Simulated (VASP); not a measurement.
# SnTe (F-43m) in VASP: settings compared

One crystal, SnTe, is run at these levels: PBEsol, HSE06; tasks: dielectric tensor, band structure.

Everything below comes from runs of VASP 6.6.1. Logs are shortened: lines on timing, memory, paths and dates and some standing lists are left out, and cuts for length are marked.

## 1. The structure

The structure is cubic, space group F-43m (No. 216). The conventional cell has a = 7.222 Å, b = 7.222 Å, c = 7.222 Å, α = 90.00°, β = 90.00°, γ = 90.00°. Te (site symmetry -43m) has 4 Sn at 3.13 Å as nearest neighbours. Sn (site symmetry -43m) has 4 Te at 3.13 Å as nearest neighbours.

Measurements of this composition are mostly on another form, of space group No. 225.

## 2. Dielectric tensor, PBEsol

The input, INCAR:

```
SYSTEM = SnTe
PREC = Accurate
ENCUT = 460
EDIFF = 1E-8
ISMEAR = 0
SIGMA = 0.01
LREAL = .FALSE.
LASPH = .TRUE.
NELM = 100
ALGO = Normal
ISIF = 2
LWAVE = .FALSE.
LCHARG = .FALSE.
GGA = PS
LEPSILON = .TRUE.
```

The input, KPOINTS:

```
regular mesh
0
G
  9 9 9
  0 0 0
```

The input, POSCAR:

```
SnTe
1.0
    0.0000000000      3.6111460000      3.6111460000
    3.6111460000      0.0000000000      3.6111460000
    3.6111460000      3.6111460000      0.0000000000
Te Sn
1 1
Direct
    0.2500000000      0.2500000000      0.2500000000
    0.0000000000      0.0000000000      0.0000000000
```

Potentials or basis: VASP PAW PBE potentials, release 64 (Te, Sn_d).

On the command line:

```
cat potpaw_PBE.64/Te/POTCAR potpaw_PBE.64/Sn_d/POTCAR > POTCAR
mpirun -np 1 vasp_std > vasp.out
```

OUTCAR:

```text
SYSTEM = SnTe
   PREC = Accurate
   ENCUT = 460
   EDIFF = 1E-8
   ISMEAR = 0
   LREAL = .FALSE.
   LASPH = .TRUE.
   NELM = 100
   ISIF = 2
   GGA = PS
   LEPSILON = .TRUE.

 Found     35 irreducible k-points:

 Following reciprocal coordinates:
            Coordinates               Weight
  0.000000  0.000000  0.000000      1.000000
  0.111111  0.000000  0.000000      8.000000
  0.222222  0.000000  0.000000      8.000000
  0.333333  0.000000  0.000000      8.000000
  0.444444  0.000000  0.000000      8.000000
  0.111111  0.111111  0.000000      6.000000
   k-points           NKPTS =     35   k-points in BZ     NKDIM =     35   number of bands    NBANDS=     14
   number of dos      NEDOS =    301   number of ions     NIONS =      2
   total plane-waves  NPLWV =  46656
   dimension x,y,z NGX =    36 NGY =   36 NGZ =   36
   dimension x,y,z NGXF=    72 NGYF=   72 NGZF=   72
   ions per type =               1   1
   NGX,Y,Z   is equivalent  to a cutoff of  11.72, 11.72, 11.72 a.u.
   NGXF,Y,Z  is equivalent  to a cutoff of  23.44, 23.44, 23.44 a.u.
 SYSTEM =  SnTe
   PREC   = accura    normal or accurate (medium, high low for compatibility)
   ISTART =      0    job   : 0-new  1-cont  2-samecut
   ICHARG =      2    charge: 1-file 2-atom 10-const
   ISPIN  =      1    spin polarized calculation?
   LNONCOLLINEAR =      F non collinear calculations
   LSORBIT =      F    spin-orbit coupling
   LASPH  =      T    aspherical Exc in radial PAW
   ENCUT  =  460.0 eV  33.81 Ry    5.81 a.u.   8.93  8.93  8.93*2*pi/ulx,y,z
   NELM   =    100;   NELMIN=  2; NELMDL= -5     # of ELM steps
   EDIFF  = 0.1E-07   stopping-criterion for ELM
   LREAL  =      F    real-space projection
   EDIFFG = 0.1E-06   stopping-criterion for IOM
   NSW    =      0    number of steps for IOM
   IBRION =     -1    ionic relax: 0-MD 1-quasi-New 2-CG
   NFREE  =      0    steps in history (QN), initial steepest desc. (CG)
   ISIF   =      2    stress and relaxation
   ISYM   =      2    0-nonsym 1-usesym 2-fastsym
   POTIM  = 0.5000    time-step for ionic-motion
   TEBEG  =    0.0;   TEEND  =   0.0 temperature during run
   PSTRESS=    0.0 pullay stress
   NELECT =      20.0000    total number of electrons
   NUPDOWN=      -1.0000    fix difference up-down
   EMIN   =  10.00;   EMAX   =-10.00  energy-range for DOS
   EFERMI =   0.00;   METHOD = LEGACY
   ISMEAR =     0;   SIGMA  =   0.01  broadening in eV -4-tet -1-fermi 0-gaus
   EFERMI_NEDOS =   21; number of points for ismear=-14 and -15
   IALGO  =     38    algorithm
   IMIX   =      4    mixing-type and parameters
     AMIX     =   0.40;   BMIX     =  1.00
     AMIX_MAG =   1.60;   BMIX_MAG =  1.00
  volume/ion in A,a.u.               =      47.09       317.78
  Fermi-wavevector in a.u.,A,eV,Ry     =   0.976704  1.845704 12.979296  0.953951
  Thomas-Fermi vector in A             =   2.107344
   LORBIT       =      0    0 simple, 1 ext, 2 COOP (PROOUT), +10 PAW based schemes
   GGA     = PS    functional components
   LHFCALC =     F    Hartree Fock is set to
   AEXX    =    0.0000 exact exchange contribution
   IVDW    =     0    specifies the selected vdW correction
   LEPSILON=     T    determine dielectric tensor
   LRPA    =     F    only Hartree local field effects (RPA)
 non-spin polarized calculation
 Gauss-broadening in eV      SIGMA  =   0.01
  energy-cutoff  :      460.00
  volume of cell :       94.18
 maximum number of plane-waves:      2128
   NGX = 17   NGY = 17   NGZ = 17

--------------------------------------- Ionic step        1  -------------------------------------------

 number of electron      19.9999988 magnetization

 E-fermi :   3.0096     XC(G=0):  -7.6263

 val. band max:        2.9645581674   @ k =  -0.3333   0.4444   0.2222
 cond. band min:       3.1204301736   @ k =   0.4444   0.4444   0.0000
 fundamental gap:      0.1558720062
 Fermi energy:         3.0095860861

 k-point     1 :       0.0000    0.0000    0.0000
  band No.  band energies     occupation
      1     -18.6602      2.00000
      2     -18.6602      2.00000
      3     -18.6602      2.00000
      4     -18.6509      2.00000
      5     -18.6509      2.00000
      6      -8.5048      2.00000
      7      -2.1769      2.00000
      8       1.1148      2.00000
      9       1.1148      2.00000
     10       1.1148      2.00000
     11       4.0304      0.00000
     12       4.0304      0.00000
     13       4.0304      0.00000
     14       7.0199      0.00000

 k-point     2 :       0.1111    0.0000    0.0000
  band No.  band energies     occupation
      1     -18.6604      2.00000
      2     -18.6600      2.00000
      3     -18.6600      2.00000
      4     -18.6509      2.00000
      5     -18.6509      2.00000
      6      -8.4522      2.00000
      7      -2.4312      2.00000
      8       1.0351      2.00000
      9       1.0351      2.00000
     10       1.1791      2.00000
     11       4.1130      0.00000
     12       4.1627      0.00000
     13       4.1627      0.00000
     14       7.4190      0.00000

 k-point     3 :       0.2222    0.0000    0.0000
  band No.  band energies     occupation
      1     -18.6608      2.00000
      2     -18.6596      2.00000
      3     -18.6596      2.00000
      4     -18.6509      2.00000
      5     -18.6509      2.00000
      6      -8.3090      2.00000
      7      -2.9979      2.00000
      8       0.8587      2.00000
      9       0.8587      2.00000
     10       1.1896      2.00000
     11       4.4524      0.00000
     12       4.4524      0.00000
     13       4.5676      0.00000
     14       8.1722      0.00000

 k-point     4 :       0.3333    0.0000    0.0000
  band No.  band energies     occupation
      1     -18.6612      2.00000
      2     -18.6592      2.00000
      3     -18.6592      2.00000
      4     -18.6508      2.00000
      5     -18.6508      2.00000
      6      -8.1234      2.00000
      7      -3.5736      2.00000
      8       0.6896      2.00000
      9       0.6896      2.00000
     10       1.0798      2.00000
     11       4.7023      0.00000
     12       4.7023      0.00000
     13       5.4219      0.00000
     14       8.4287      0.00000

 k-point     5 :       0.4444    0.0000    0.0000
  band No.  band energies     occupation
      1     -18.6615      2.00000
      2     -18.6589      2.00000
      3     -18.6589      2.00000
      4     -18.6508      2.00000
      5     -18.6508      2.00000
      6      -7.9845      2.00000
      7      -3.9338      2.00000
      8       0.5920      2.00000
      9       0.5920      2.00000
     10       0.9850      2.00000
     11       4.8178      0.00000
     12       4.8178      0.00000
     13       6.2641      0.00000
     14       8.5124      0.00000

 k-point     6 :       0.1111    0.1111    0.0000
  band No.  band energies     occupation
      1     -18.6606      2.00000
      2     -18.6599      2.00000
      3     -18.6599      2.00000
      4     -18.6510      2.00000
      5     -18.6508      2.00000
      6      -8.4345      2.00000
      7      -2.5044      2.00000
      8       0.9059      2.00000
      9       0.9059      2.00000
     10       1.4355      2.00000
     11       3.7897      0.00000
     12       4.3704      0.00000
     13       4.3704      0.00000
     14       7.5488      0.00000

 [... further k-points ...]

  FORCE on cell =-STRESS in cart. coord.  units (eV):
  Direction    XX          YY          ZZ          XY          YZ          ZX
  --------------------------------------------------------------------------------------
  -------------------------------------------------------------------------------------
  Total       -0.7952049     -0.7952049     -0.7952049     -0.0000000     -0.0000000     -0.0000000
  in kB      -13.5277170    -13.5277170    -13.5277170     -0.0000000     -0.0000000     -0.0000000
  external PRESSURE =     -13.5277170 kB  Pullay stress =       0.0000000 kB

 VOLUME and BASIS-vectors are now :
 -----------------------------------------------------------------------------
  energy-cutoff  :      460.00
  volume of cell :       94.18
      direct lattice vectors                 reciprocal lattice vectors
     0.000000000  3.611146000  3.611146000    -0.138460201  0.138460201  0.138460201
     3.611146000  0.000000000  3.611146000     0.138460201 -0.138460201  0.138460201
     3.611146000  3.611146000  0.000000000     0.138460201  0.138460201 -0.138460201

 POSITION                                       TOTAL-FORCE (eV/Angst)
 -----------------------------------------------------------------------------------
      1.80557      1.80557      1.80557        -0.000000     -0.000000     -0.000000
      0.00000      0.00000      0.00000         0.000000      0.000000      0.000000
 -----------------------------------------------------------------------------------
    total drift:                               -0.000000     -0.000000     -0.000000

  FREE ENERGIE OF THE ION-ELECTRON SYSTEM (eV)
  ---------------------------------------------------
  free  energy   TOTEN  =        -7.6024594297 eV

  energy  without entropy=       -7.6024594297  energy(sigma->0) =       -7.60245943

 HEAD OF MICROSCOPIC STATIC DIELECTRIC TENSOR (INDEPENDENT PARTICLE, excluding Hartree and local field effects)
 ------------------------------------------------------
          14.799076    -0.000000     0.000000
          -0.000000    14.799076    -0.000000
          -0.000000    -0.000000    14.799076
 ------------------------------------------------------

 Free energy of the ion-electron system (eV)
  ---------------------------------------------------
  ---------------------------------------------------
  free energy    TOTEN  =        -3.42338814 eV

  energy without entropy =       -3.42338814

------------------------ aborting loop because EDIFF is reached ----------------------------------------

--------------------------------------- Ionic step        2  -------------------------------------------

------------------------ aborting loop because EDIFF is reached ----------------------------------------

--------------------------------------- Ionic step        3  -------------------------------------------

 Free energy of the ion-electron system (eV)
  ---------------------------------------------------
  ---------------------------------------------------
  free energy    TOTEN  =        -3.42347313 eV

  energy without entropy =       -3.42347313

------------------------ aborting loop because EDIFF is reached ----------------------------------------

 PIEZOELECTRIC TENSOR FIELD DIRECTION 3  (e Angst)
 -----------------------------------------------------------------------------
     0.00809 -5.57774  0.00000           ( -0.00001 -0.02763  0.00000)
    -5.57774  0.00809  0.00000           ( -0.02763 -0.00001  0.00000)
     0.00000  0.00000 -0.01627           (  0.00000  0.00000 -0.00000)

 PIEZOELECTRIC TENSOR FIELD DIRECTION 3  (C/m^2)
 -----------------------------------------------------------------------------
     0.00138 -0.94886  0.00000
    -0.94886  0.00138  0.00000
     0.00000  0.00000 -0.00277

 MACROSCOPIC STATIC DIELECTRIC TENSOR (including local field effects in DFT)
 ------------------------------------------------------
          13.387881     0.000000    -0.000000
          -0.000000    13.387881    -0.000000
           0.000000     0.000000    13.387881
 ------------------------------------------------------

 PIEZOELECTRIC TENSOR (including local field effects)  for field in x, y, z        (e  Angst)
          XX          YY          ZZ          XY          YZ          ZX
  --------------------------------------------------------------------------------
  x     0.00000    -0.00000    -0.00000     0.00000    -5.56555    -0.00000
  y     0.00000    -0.00000    -0.00000    -0.00000     0.00000    -5.56555
  z    -0.00000     0.00000     0.00000    -5.56555     0.00000     0.00000

 PIEZOELECTRIC TENSOR (including local field effects)  for field in x, y, z        (C/m^2)
          XX          YY          ZZ          XY          YZ          ZX
  --------------------------------------------------------------------------------
  x     0.00000    -0.00000    -0.00000     0.00000    -0.94679    -0.00000
  y     0.00000    -0.00000    -0.00000    -0.00000     0.00000    -0.94679
  z    -0.00000     0.00000     0.00000    -0.94679     0.00000     0.00000

 BORN EFFECTIVE CHARGES (including local field effects) (in |e|, cummulative output)
 ---------------------------------------------------------------------------------
 ion    1
    1    -2.15304    -0.00000    -0.00000
    2    -0.00000    -2.15304    -0.00000
    3    -0.00000    -0.00000    -2.15304
 ion    2
    1     2.15304     0.00000     0.00000
    2     0.00000     2.15304     0.00000
    3     0.00000     0.00000     2.15304
```

Run time: 6.9 min. Hardware: 1 thread of Intel Xeon Platinum 8488C (Sapphire Rapids), shared host; peak memory 0.47 GiB.

The run converged, but some of its settings lie outside the range that counts as converged, so its numbers aren't taken as properties of the crystal.

What came out:

| Property | Result |
| --- | --- |
| Band gap on the k mesh | 0.16 eV, indirect (least direct gap 0.78 eV) |
| Electronic dielectric tensor (diagonal) | 13.39 |
| Born charges (mean of the diagonal) | Te -2.15; Sn +2.15 e |

Caveat: the gap is small at this level, which inflates the dielectric constant; the PAW data sets were made with another functional, which shifts forces and pressure a little; spin-orbit coupling is left out, which moves the levels of the heavy elements; an odd mesh through Γ misses points on the zone boundary, where band edges often lie.

## 3. Dielectric tensor, PBEsol

Changes to INCAR since step 2:

```diff
@@ -2,3 +2,3 @@
 PREC = Accurate
-ENCUT = 460
+ENCUT = 520
 EDIFF = 1E-8
```

KPOINTS is that of step 2.

POSCAR is that of step 2.

Potentials or basis: VASP PAW PBE potentials, release 64 (Te, Sn_d).

On the command line:

```
cat potpaw_PBE.64/Te/POTCAR potpaw_PBE.64/Sn_d/POTCAR > POTCAR
mpirun -np 1 vasp_std > vasp.out
```

OUTCAR:

```text
SYSTEM = SnTe
   PREC = Accurate
   ENCUT = 520
   EDIFF = 1E-8
   ISMEAR = 0
   LREAL = .FALSE.
   LASPH = .TRUE.
   NELM = 100
   ISIF = 2
   GGA = PS
   LEPSILON = .TRUE.

 Found     35 irreducible k-points:

 Following reciprocal coordinates:
            Coordinates               Weight
  0.000000  0.000000  0.000000      1.000000
  0.111111  0.000000  0.000000      8.000000
  0.222222  0.000000  0.000000      8.000000
  0.333333  0.000000  0.000000      8.000000
  0.444444  0.000000  0.000000      8.000000
  0.111111  0.111111  0.000000      6.000000
[... 243 lines left out ...]
     0.00138 -0.94896  0.00000
    -0.94896  0.00138  0.00000
     0.00000  0.00000 -0.00277

 MACROSCOPIC STATIC DIELECTRIC TENSOR (including local field effects in DFT)
 ------------------------------------------------------
          13.387281     0.000000     0.000000
           0.000000    13.387281     0.000000
           0.000000     0.000000    13.387281
 ------------------------------------------------------

 PIEZOELECTRIC TENSOR (including local field effects)  for field in x, y, z        (e  Angst)
          XX          YY          ZZ          XY          YZ          ZX
  --------------------------------------------------------------------------------
  x    -0.00000    -0.00000    -0.00000     0.00000    -5.56613     0.00000
  y    -0.00000     0.00000    -0.00000     0.00000    -0.00000    -5.56613
  z     0.00000     0.00000    -0.00000    -5.56613     0.00000     0.00000

 PIEZOELECTRIC TENSOR (including local field effects)  for field in x, y, z        (C/m^2)
          XX          YY          ZZ          XY          YZ          ZX
  --------------------------------------------------------------------------------
  x    -0.00000    -0.00000    -0.00000     0.00000    -0.94689     0.00000
  y    -0.00000     0.00000    -0.00000     0.00000    -0.00000    -0.94689
  z     0.00000     0.00000    -0.00000    -0.94689     0.00000     0.00000

 BORN EFFECTIVE CHARGES (including local field effects) (in |e|, cummulative output)
 ---------------------------------------------------------------------------------
 ion    1
    1    -2.15304     0.00000     0.00000
    2    -0.00000    -2.15304    -0.00000
    3     0.00000     0.00000    -2.15304
 ion    2
    1     2.15304     0.00000     0.00000
    2     0.00000     2.15304     0.00000
    3     0.00000     0.00000     2.15304
```

stdout:

```text
POSCAR found type information on POSCAR TeSn
 POSCAR found :  2 types and       2 ions
 scaLAPACK will be used
 -----------------------------------------------------------------------------
|                                                                             |
[... 28 lines left out ...]
 dielectric tensor                  component  3 :     0.313    -3.412    11.543
 Linear response to external field, progress :
  Direction:   1
 dielectric tensor                  component  1 :    13.387    -1.260    -0.323
 Linear response to external field, progress :
  Direction:   2
 dielectric tensor                  component  2 :    -0.837    13.387    -1.272
 Linear response to external field, progress :
  Direction:   3
 dielectric tensor                  component  3 :    -0.586    -0.938    13.387
 Born effective charges drift removed
```

Run time: 10 min. Hardware: 1 thread of Intel Xeon Platinum 8488C (Sapphire Rapids), shared host; peak memory 0.58 GiB.

The run converged, but some of its settings lie outside the range that counts as converged, so its numbers aren't taken as properties of the crystal.

Results:

```yaml
Band_gap_on_the_k_mesh: 0.16 eV, indirect (least direct gap 0.78 eV)
Electronic_dielectric_tensor_diagonal: 13.39
Born_charges_mean_of_the_diagonal: Te -2.15; Sn +2.15 e
```

Caveat: the gap is small at this level, which inflates the dielectric constant; the PAW data sets were made with another functional, which shifts forces and pressure a little; spin-orbit coupling is left out, which moves the levels of the heavy elements; an odd mesh through Γ misses points on the zone boundary, where band edges often lie.

[end of part 1 of 2]
